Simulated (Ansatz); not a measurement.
Rocksalt PbTe at its r2SCAN geometry, run in the plane-wave code Ansatz at 4 levels of theory. Spin-unpolarised throughout; all numbers are computed.

The LDA input:
```yaml
crystal:
  lattice:
    - [0.0, 3.2678368411, 3.2678368411]
    - [3.2678368411, 0.0, 3.2678368411]
    - [3.2678368411, 3.2678368411, 0.0]
  atoms:
    - { symbol: Pb, position: [0.0, 0.0, 0.0] }
    - { symbol: Te, position: [0.5, 0.5, 0.5] }
kpoints:
  mp_grid: { grid: [8, 8, 8] }
  band_path:
    path:
      - [0.0, 0.0, 0.0]
      - [0.5, 0.0, 0.5]
      - [0.625, 0.25, 0.625]
      - [0.375, 0.375, 0.75]
      - [0.5, 0.5, 0.5]
      - [0.5, 0.25, 0.75]
      - [0.0, 0.0, 0.5]
    npoints: 1
hamiltonian:
  xc: lda
scf:
  occupations: { method: fixed }
  n_extra_bands: 4
output:
  forces: true
  stress: true
  eigenvalues: true
```

Main results, then, where recorded, the levels near the gap in eV from the Fermi energy (columns number the bands from 0), one row a point of the path (Γ, X, U, K, L, W, L):
```
Crystal: 2 atoms, lattice volume = 69.793 Å³
Symmetry: 48 space group operations
Space group: Fm-3m (ITA 225)
```
```
Basis set: ecut = 420 eV, 1363 PW (Γ)
Bands: 19, of which v1, the nominal top of the filled ones, is band 15 counted from 1 (14 counted from 0)
k-points: 29 of 512
Free energy (F): -18430.220538 eV
Fermi energy:    7.803907 eV
--- Stress (GPa, compression-positive) ---
       -2.990490       0.000000       0.000000
        0.000000      -2.990490       0.000000
        0.000000       0.000000      -2.990490
  P = ⅓ Tr σ = -2.9905 GPa (-29.905 kbar)
```
```tsv
band_11	band_12	band_13	band_14	band_15	band_16	band_17
-5.801	-1.185	-1.185	-1.185	3.973	3.973	3.973
-7.325	-4.217	-2.580	-2.580	3.451	5.281	5.281
-7.910	-3.848	-2.096	-1.939	3.504	3.708	5.176
-7.910	-3.848	-2.096	-1.939	3.504	3.708	5.176
-8.468	-0.732	-0.732	0.000	0.715	1.318	1.318
-7.932	-3.529	-3.529	-0.270	1.645	5.186	5.186
-8.468	-0.732	-0.732	0.000	0.715	1.318	1.318
```

LDA gives a direct gap of 0.71 eV at L.

**Question.** In the first input these blocks are replaced (the band path and keys that only write files left aside):
```yaml
kpoints:
  mp_grid: { grid: [6, 6, 6] }
hamiltonian:
  xc: hse06
```
What comes out?

**Answer.**
```
Basis set: ecut = 420 eV, 1363 PW (Γ)
Bands: 19, of which v1, the nominal top of the filled ones, is band 15 counted from 1 (14 counted from 0)
k-points: 16 of 216
Exchange kernel: α = 0.2500, screened, ω = 0.2079 Å⁻¹, Wigner–Seitz truncation, v(0) = 1046.9055 eV·Å³, q-mesh 6×6×6
hybrid outer 1: dexx = +5.855e-3 eV, tail = 5.88e-5 eV
hybrid outer 2: dexx = +2.133e-7 eV, tail = 6.39e-9 eV, Δε = 2.38e-3 eV
Free energy (F): -18895.302745 eV
Fermi energy:    7.897767 eV
--- Stress (GPa, compression-positive) ---
       -0.339502       0.000000       0.000000
        0.000000      -0.339502       0.000000
        0.000000       0.000000      -0.339502
  P = ⅓ Tr σ = -0.3395 GPa (-3.395 kbar)
```
```tsv
band_11	band_12	band_13	band_14	band_15	band_16	band_17
-5.976	-1.440	-1.440	-1.440	4.706	4.706	4.706
-7.787	-4.781	-2.970	-2.970	3.853	6.129	6.129
-8.509	-4.370	-2.427	-2.164	4.105	4.317	5.761
-8.509	-4.370	-2.427	-2.164	4.105	4.317	5.761
-9.198	-0.987	-0.987	0.000	1.198	1.727	1.727
-8.525	-4.015	-4.015	-0.408	2.152	5.861	5.861
-9.198	-0.987	-0.987	0.000	1.198	1.727	1.727
```
HSE06 gives a direct gap of 1.20 eV at L. The mean stress, -0.3 GPa, is small, and the program warns that its thresholds are loose for a hybrid's stress.

PBE0. Against the first input these blocks differ (the band path and keys that only write files left aside):
```yaml
kpoints:
  mp_grid: { grid: [6, 6, 6] }
hamiltonian:
  xc: pbe0
```

```
Basis set: ecut = 420 eV, 1363 PW (Γ)
Bands: 19, of which v1, the nominal top of the filled ones, is band 15 counted from 1 (14 counted from 0)
k-points: 16 of 216
hybrid outer 1: dexx = +1.080e-2 eV, tail = 7.06e-5 eV
hybrid outer 2: dexx = +8.357e-7 eV, tail = 2.49e-8 eV, Δε = 2.51e-3 eV
Free energy (F): -18891.390292 eV
Fermi energy:    7.623344 eV
--- Stress (GPa, compression-positive) ---
       -0.297177       0.000000       0.000000
        0.000000      -0.297177       0.000000
        0.000000       0.000000      -0.297177
  P = ⅓ Tr σ = -0.2972 GPa (-2.972 kbar)
```
```tsv
band_11	band_12	band_13	band_14	band_15	band_16	band_17
-6.083	-1.517	-1.517	-1.517	5.355	5.355	5.355
-7.927	-4.937	-3.082	-3.082	4.447	6.800	6.800
-8.660	-4.530	-2.510	-2.240	4.726	4.942	6.381
-8.660	-4.530	-2.510	-2.240	4.726	4.942	6.381
-9.353	-1.014	-1.014	0.000	1.745	2.282	2.282
-8.675	-4.153	-4.153	-0.425	2.720	6.511	6.511
-9.353	-1.014	-1.014	0.000	1.745	2.282	2.282
```

The PBE0 gap is direct at L: 1.74 eV. The mean stress, -0.3 GPa, is small, and the program warns that its thresholds are loose for a hybrid's stress.

**Question.** In the first input these blocks are replaced (the band path and keys that only write files left aside):
```yaml
kpoints:
  mp_grid: { grid: [6, 6, 6] }
hamiltonian:
  xc: hf
```
What comes out?

**Answer.**
```
Basis set: ecut = 420 eV, 1363 PW (Γ)
Bands: 19, of which v1, the nominal top of the filled ones, is band 15 counted from 1 (14 counted from 0)
k-points: 16 of 216
hybrid outer 1: dexx = +5.786e-1 eV, tail = 1.34e-2 eV
hybrid outer 2: dexx = +2.672e-4 eV, tail = 2.29e-5 eV, Δε = 5.17e-2 eV
hybrid outer 3: dexx = +1.690e-6 eV, tail = 1.63e-7 eV, Δε = 1.15e-3 eV
hybrid outer 4: dexx = +3.112e-9 eV, tail = 1.85e-9 eV, Δε = 1.50e-4 eV, ΔF = 4.63e-29 eV/Å
Free energy (F): -18690.621308 eV
Fermi energy:    7.162953 eV
--- Stress (GPa, compression-positive) ---
        5.176520       0.000000       0.000000
        0.000000       5.176520       0.000000
        0.000000       0.000000       5.176520
  P = ⅓ Tr σ = 5.1765 GPa (51.765 kbar)
```
```tsv
band_11	band_12	band_13	band_14	band_15	band_16	band_17
-6.942	-2.333	-2.333	-2.333	9.650	9.650	9.650
-9.626	-6.670	-4.289	-4.289	8.084	11.404	11.404
-10.754	-6.145	-3.526	-2.917	8.668	8.904	10.531
-10.754	-6.145	-3.526	-2.917	8.668	8.904	10.531
-11.805	-1.792	-1.792	0.000	5.407	5.675	5.675
-10.748	-5.645	-5.645	-0.849	6.390	10.722	10.722
-11.805	-1.792	-1.792	0.000	5.407	5.675	5.675
```
Hartree-Fock gives a direct gap of 5.41 eV at L. The mean pressure is +5.2 GPa (compression positive), so Hartree-Fock would enlarge the cell's volume. (The program warns that its thresholds are loose for a hybrid's stress.)

Small level splittings and stresses of the hybrids carry the error of their coarser meshes.

Totals of different functionals can't be compared.

Spin-orbit coupling is left out; in compounds of Pb, Bi, Tl or Hg it can lower a gap by up to about 1 eV, split its edges or invert the bands.
